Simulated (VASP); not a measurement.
# GaP (F-43m) in VASP: further runs

Runs on GaP. Level: PBE. Tasks: single point.

Program: VASP 6.6.1. These are calculated values, not measurements. Logs are shortened: lines on timing, memory, paths and dates and some standing lists are left out, and cuts for length are marked.

**What was measured.**

“Stacking defects in GaP nanowires: Electronic structure and optical properties”, 2018, arxiv:1810.01194 quotes, for a bulk crystal of GaP at 10 K: band gap 2.34 eV (indirect).

The results are compared with them further down.

### Step 1. The structure

It takes space group F-43m (No. 216, cubic). The conventional cell has a = 5.451 Å, b = 5.451 Å, c = 5.451 Å, α = 90.00°, β = 90.00°, γ = 90.00°. Around Ga (site symmetry -43m) lie 4 P at 2.36 Å. P (site symmetry -43m) is surrounded by 4 Ga at 2.36 Å.

### Step 2. Single point, PBE

The input, INCAR:

```
SYSTEM = GaP
PREC = Accurate ; ENCUT = 520
EDIFF = 1E-7 ; ISMEAR = 0
SIGMA = 0.02 ; LREAL = .FALSE.
LASPH = .TRUE. ; NELM = 100
ALGO = Normal ; ISIF = 2
LWAVE = .FALSE. ; LCHARG = .FALSE.
GGA = PE ; NBANDS = 16
```

The input, KPOINTS:

```
regular mesh
0
G
  8 8 8
  0 0 0
```

The input, POSCAR:

```
GaP
1.0
    0.0000000000      2.7252500000      2.7252500000
    2.7252500000      0.0000000000      2.7252500000
    2.7252500000      2.7252500000      0.0000000000
Ga P
1 1
Direct
    0.0000000000      0.0000000000      0.0000000000
    0.2500000000      0.2500000000      0.2500000000
```

Potentials or basis: VASP PAW PBE potentials, release 64 (Ga_d, P).

Command:

```bash
> cat potpaw_PBE.64/Ga_d/POTCAR potpaw_PBE.64/P/POTCAR > POTCAR
> mpirun -np 1 vasp_std > vasp.out
```

OUTCAR:

```text
SYSTEM = GaP
   PREC = Accurate
   ENCUT = 520
   EDIFF = 1E-7
   ISMEAR = 0
   LREAL = .FALSE.
   LASPH = .TRUE.
   NELM = 100
   ISIF = 2
   GGA = PE

 ion  position               nearest neighbor table
   1  0.000  0.000  0.000-   2 2.36   2 2.36   2 2.36   2 2.36
   2  0.250  0.250  0.250-   1 2.36   1 2.36   1 2.36   1 2.36

  LATTYP: Found a face centered cubic cell.
 ALAT       =     5.4505000000

  Lattice vectors:

 A1 = (   0.0000000000,   2.7252500000,   2.7252500000)
 A2 = (   2.7252500000,   0.0000000000,   2.7252500000)
 A3 = (   2.7252500000,   2.7252500000,   0.0000000000)

Analysis of symmetry for initial positions (statically):
=====================================================================
 Subroutine PRICEL returns:
 Original cell was already a primitive cell.

 Routine SETGRP: Setting up the symmetry group for a
 face centered cubic supercell.

 Subroutine GETGRP returns: Found 24 space group operations
 (whereof 24 operations were pure point group operations)
 out of a pool of 48 trial point group operations.

The static configuration has the point symmetry T_d .

Analysis of symmetry for dynamics (positions and initial velocities):
=====================================================================
 Subroutine PRICEL returns:
 Original cell was already a primitive cell.

 Routine SETGRP: Setting up the symmetry group for a
 face centered cubic supercell.

 Subroutine GETGRP returns: Found 24 space group operations
 (whereof 24 operations were pure point group operations)
 out of a pool of 48 trial point group operations.

The dynamic configuration has the point symmetry T_d .

 Subroutine INISYM returns: Found 24 space group operations
 (whereof 24 operations are pure point group operations),
 and found     1 'primitive' translations

----------------------------------------------------------------------------------------

                                     Primitive cell

  volume of cell :      40.4808

  direct lattice vectors                    reciprocal lattice vectors
     0.000000000  2.725250000  2.725250000    -0.183469406  0.183469406  0.183469406
     2.725250000  0.000000000  2.725250000     0.183469406 -0.183469406  0.183469406
     2.725250000  2.725250000  0.000000000     0.183469406  0.183469406 -0.183469406

  length of vectors
     3.854085511  3.854085511  3.854085511     0.317778334  0.317778334  0.317778334

[... 75 lines left out ...]
   LNONCOLLINEAR =      F non collinear calculations
   LSORBIT =      F    spin-orbit coupling
   LASPH  =      T    aspherical Exc in radial PAW
   ENCUT  =  520.0 eV  38.22 Ry    6.18 a.u.   7.17  7.17  7.17*2*pi/ulx,y,z
   NELM   =    100;   NELMIN=  2; NELMDL= -5     # of ELM steps
   EDIFF  = 0.1E-06   stopping-criterion for ELM
   LREAL  =      F    real-space projection
   EDIFFG = 0.1E-05   stopping-criterion for IOM
   NSW    =      0    number of steps for IOM
   IBRION =     -1    ionic relax: 0-MD 1-quasi-New 2-CG
   NFREE  =      0    steps in history (QN), initial steepest desc. (CG)
   ISIF   =      2    stress and relaxation
   ISYM   =      2    0-nonsym 1-usesym 2-fastsym
   POTIM  = 0.5000    time-step for ionic-motion
   TEBEG  =    0.0;   TEEND  =   0.0 temperature during run
   PSTRESS=    0.0 pullay stress
   NELECT =      18.0000    total number of electrons
   NUPDOWN=      -1.0000    fix difference up-down
   EMIN   =  10.00;   EMAX   =-10.00  energy-range for DOS
   EFERMI =   0.00;   METHOD = LEGACY
   ISMEAR =     0;   SIGMA  =   0.02  broadening in eV -4-tet -1-fermi 0-gaus
   EFERMI_NEDOS =   21; number of points for ismear=-14 and -15
   IALGO  =     38    algorithm
   IMIX   =      4    mixing-type and parameters
     AMIX     =   0.40;   BMIX     =  1.00
     AMIX_MAG =   1.60;   BMIX_MAG =  1.00
  volume/ion in A,a.u.               =      20.24       136.59
  Fermi-wavevector in a.u.,A,eV,Ry     =   1.249538  2.361284 21.243377  1.561344
  Thomas-Fermi vector in A             =   2.383574
   LORBIT       =      0    0 simple, 1 ext, 2 COOP (PROOUT), +10 PAW based schemes
   GGA     = PE    functional components
   LHFCALC =     F    Hartree Fock is set to
   AEXX    =    0.0000 exact exchange contribution
   IVDW    =     0    specifies the selected vdW correction
   LEPSILON=     F    determine dielectric tensor
   LRPA    =     F    only Hartree local field effects (RPA)
 non-spin polarized calculation
 Gauss-broadening in eV      SIGMA  =   0.02
  energy-cutoff  :      520.00
  volume of cell :       40.48
 maximum number of plane-waves:      1106
 NGX is ok and might be reduce to    30
   NGX = 15   NGY = 15   NGZ = 15

 number of electron      17.9999989 magnetization

 Free energy of the ion-electron system (eV)
  ---------------------------------------------------
  ext. energy  EPLUGINS =         0.00000000
  ---------------------------------------------------
  free energy    TOTEN  =        -9.11612143 eV

  energy without entropy =       -9.11612143  energy(sigma->0) =       -9.11612143

 E-fermi :   4.7748     XC(G=0):  -9.8328

 val. band max:        4.6525346306   @ k =   0.0000   0.0000   0.0000
 cond. band min:       6.2942621921   @ k =   0.3750   0.3750   0.0000
 fundamental gap:      1.6417275615
 Fermi energy:         4.7747672431

 k-point     1 :       0.0000    0.0000    0.0000
  band No.  band energies     occupation
      1      -9.8988      2.00000
      2      -9.8988      2.00000
      3      -9.8988      2.00000
      4      -9.7991      2.00000
      5      -9.7991      2.00000
      6      -7.8392      2.00000
[... 433 lines left out ...]
      3      -9.8558      2.00000
      4      -9.8042      2.00000
      5      -9.7918      2.00000
      6      -5.3673      2.00000
[... 8 lines left out ...]
     15      16.6576      0.00000
     16      17.1623      0.00000

 [... further k-points ...]
[... 5 lines left out ...]
  --------------------------------------------------------------------------------------
  -------------------------------------------------------------------------------------
  Total        0.6269452      0.6269452      0.6269452      0.0000000      0.0000000      0.0000000
  in kB       24.8136758     24.8136758     24.8136758      0.0000000      0.0000000      0.0000000
  external PRESSURE =      24.8136758 kB  Pullay stress =       0.0000000 kB

 VOLUME and BASIS-vectors are now :
 -----------------------------------------------------------------------------
  energy-cutoff  :      520.00
  volume of cell :       40.48
      direct lattice vectors                 reciprocal lattice vectors
     0.000000000  2.725250000  2.725250000    -0.183469406  0.183469406  0.183469406
     2.725250000  0.000000000  2.725250000     0.183469406 -0.183469406  0.183469406
     2.725250000  2.725250000  0.000000000     0.183469406  0.183469406 -0.183469406

 POSITION                                       TOTAL-FORCE (eV/Angst)
 -----------------------------------------------------------------------------------
      0.00000      0.00000      0.00000         0.000000      0.000000      0.000000
      1.36262      1.36262      1.36262        -0.000000     -0.000000     -0.000000
 -----------------------------------------------------------------------------------
    total drift:                                0.000002      0.000002      0.000002

  FREE ENERGIE OF THE ION-ELECTRON SYSTEM (eV)
  ---------------------------------------------------
  free  energy   TOTEN  =        -9.1161214283 eV

  energy  without entropy=       -9.1161214283  energy(sigma->0) =       -9.11612143
```

stdout:

```text
POSCAR found type information on POSCAR GaP
 POSCAR found :  2 types and       2 ions
 scaLAPACK will be used
 LDA part: xc-table for (Slater+PW92), standard interpolation
 POSCAR, INCAR and KPOINTS ok, starting setup
 FFT: planning ... GRIDC
 FFT: planning ... GRID_SOFT
 FFT: planning ... GRID
 WAVECAR not read
 entering main loop
```

It took 13 s on 1 thread of Intel Xeon Platinum 8488C (Sapphire Rapids), shared host; peak memory 0.17 GiB.

What came out:

- Free energy: -9.1161 eV
- Pressure: 2.5 GPa
- Band gap on the k mesh: 1.64 eV, indirect (least direct gap 1.83 eV)

Levels at points of the mesh, in eV from the valence-band top:
| k point | band 7 | band 8 | band 9 | band 10 | band 11 | band 12 |
| --- | --- | --- | --- | --- | --- | --- |
| (0.00, 0.00, 0.00) | 0.00 | 0.00 | 0.00 | 1.83 | 3.89 | 3.89 |
| (0.50, 0.00, 0.00) | -6.63 | -1.12 | -1.12 | 1.67 | 4.72 | 4.72 |
| (0.50, 0.50, 0.00) | -6.75 | -2.68 | -2.68 | 1.65 | 1.82 | 10.60 |

### Step 3. Single point, PBE

INCAR is that of step 2.

The input, KPOINTS:

```
regular mesh
0
G
  10 10 10
  0 0 0
```

POSCAR is that of step 2.

Potentials or basis: VASP PAW PBE potentials, release 64 (Ga_d, P).

Command:

```bash
> cat potpaw_PBE.64/Ga_d/POTCAR potpaw_PBE.64/P/POTCAR > POTCAR
> mpirun -np 1 vasp_std > vasp.out
```

Run time: 19 s. Hardware: 1 thread of Intel Xeon Platinum 8488C (Sapphire Rapids), shared host; peak memory 0.18 GiB.

It converged, with:

| Quantity | Value |
| --- | --- |
| Free energy | -9.1181 eV |
| Pressure | 2.5 GPa |
| Band gap on the k mesh | 1.60 eV, indirect (least direct gap 1.83 eV) |

Levels at points of the mesh, in eV from the valence-band top:
| k point | band 7 | band 8 | band 9 | band 10 | band 11 | band 12 |
| --- | --- | --- | --- | --- | --- | --- |
| (0.00, 0.00, 0.00) | 0.00 | 0.00 | 0.00 | 1.83 | 3.89 | 3.89 |
| (0.50, 0.00, 0.00) | -6.63 | -1.12 | -1.12 | 1.67 | 4.72 | 4.72 |
| (0.50, 0.50, 0.00) | -6.75 | -2.68 | -2.68 | 1.66 | 1.82 | 10.60 |

### Step 4. Single point, PBE

INCAR is that of step 3.

The input, KPOINTS:

```
regular mesh
0
G
  14 14 14
  0 0 0
```

POSCAR is that of step 3.

Command:

```bash
> cat potpaw_PBE.64/Ga_d/POTCAR potpaw_PBE.64/P/POTCAR > POTCAR
> mpirun -np 1 vasp_std > vasp.out
```

It took 40 s on 1 thread of Intel Xeon Platinum 8488C (Sapphire Rapids), shared host; peak memory 0.21 GiB.

The run converged. Its results:

| Item | Value |
| --- | --- |
| Free energy | -9.1185 eV |
| Pressure | 2.5 GPa |
| Band gap on the k mesh | 1.59 eV, indirect (least direct gap 1.83 eV) |

Levels at points of the mesh, in eV from the valence-band top:
```
           k point  band 5  band 6  band 7  band 8  band 9  band 10  band 11  band 12  band 13  band 14
(0.00, 0.00, 0.00)  -14.45  -12.49    0.00    0.00    0.00     1.83     3.89     3.89     3.89     8.81
(0.50, 0.00, 0.00)  -14.44  -10.43   -6.63   -1.12   -1.12     1.67     4.72     4.72     8.29    10.89
(0.50, 0.50, 0.00)  -14.43   -9.53   -6.75   -2.68   -2.68     1.66     1.82    10.60    10.60    11.20
```

### Step 5. Single point, PBE

Edit INCAR of step 4 so:

```diff
@@ -1,3 +1,3 @@
 SYSTEM = GaP
-PREC = Accurate ; ENCUT = 520
+PREC = Accurate ; ENCUT = 200
 EDIFF = 1E-7 ; ISMEAR = 0
```

The input, KPOINTS:

```
regular mesh
0
G
  8 8 8
  0 0 0
```

POSCAR is that of step 4.

Command:

```bash
> cat potpaw_PBE.64/Ga_d/POTCAR potpaw_PBE.64/P/POTCAR > POTCAR
> mpirun -np 1 vasp_std > vasp.out
```

It took 4.6 s on 1 thread of Intel Xeon Platinum 8488C (Sapphire Rapids), shared host; peak memory 0.11 GiB.

The run converged, but a check on its numbers failed (symmetry, net force, bounds or a known fault of this set-up), so they aren't taken as properties of the crystal.

Caveat: the cutoff lies under the usual one of these potentials, so the numbers hold a large basis-set error; a pressure of tens of GPa on the cell as given is suspect, and the run, the potentials or the cell itself is likely at fault.

### Step 6. Overview

| k mesh | gap on the mesh (eV) | pressure (GPa) |
| --- | --- | --- |
| 8 × 8 × 8 | 1.64 | 2.5 |
| 10 × 10 × 10 | 1.60 | 2.5 |
| 14 × 14 × 14 | 1.59 | 2.5 |

Alike in all rows: task single point; level PBE; potentials or basis VASP PAW PBE potentials, release 64 (Ga_d, P); no spin polarisation; cell as given; cutoff (eV) 520; smearing gaussian 0.02 eV.

On the cell as given the gap runs from 1.59 eV (PBE) to 1.64 eV (PBE); the meshes differ, which moves gaps too.

Total energies depend on the potentials used, so only differences within one code and one set of settings carry meaning.

### Step 7. Comparison with measurements

Step 2. Measured gap of GaP: 2.34 eV (indirect; 10 K; quoted in “Stacking defects in GaP nanowires: Electronic structure and optical properties”, 2018, arxiv:1810.01194). This calculation gives 1.64 eV (-0.70 eV). Spin-orbit coupling on Ga is left out. The value is that of PBE on a finite k mesh, which can miss the band edges, without temperature or zero-point motion. Semilocal functionals fall short of measured gaps as a rule.

Step 3. Measured gap of GaP: 2.34 eV (indirect; 10 K; quoted in “Stacking defects in GaP nanowires: Electronic structure and optical properties”, 2018, arxiv:1810.01194). This calculation gives 1.60 eV (-0.74 eV). Spin-orbit coupling on Ga is left out. The value is that of PBE on a finite k mesh, which can miss the band edges, without temperature or zero-point motion. Semilocal functionals fall short of measured gaps as a rule.

Step 4. Against the measured gap of GaP, 2.34 eV (indirect; 10 K; quoted in “Stacking defects in GaP nanowires: Electronic structure and optical properties”, 2018, arxiv:1810.01194), the calculated 1.59 eV is off by -0.75 eV. Spin-orbit coupling on Ga is left out. The value is that of PBE on a finite k mesh, which can miss the band edges, without temperature or zero-point motion. Semilocal functionals fall short of measured gaps as a rule.
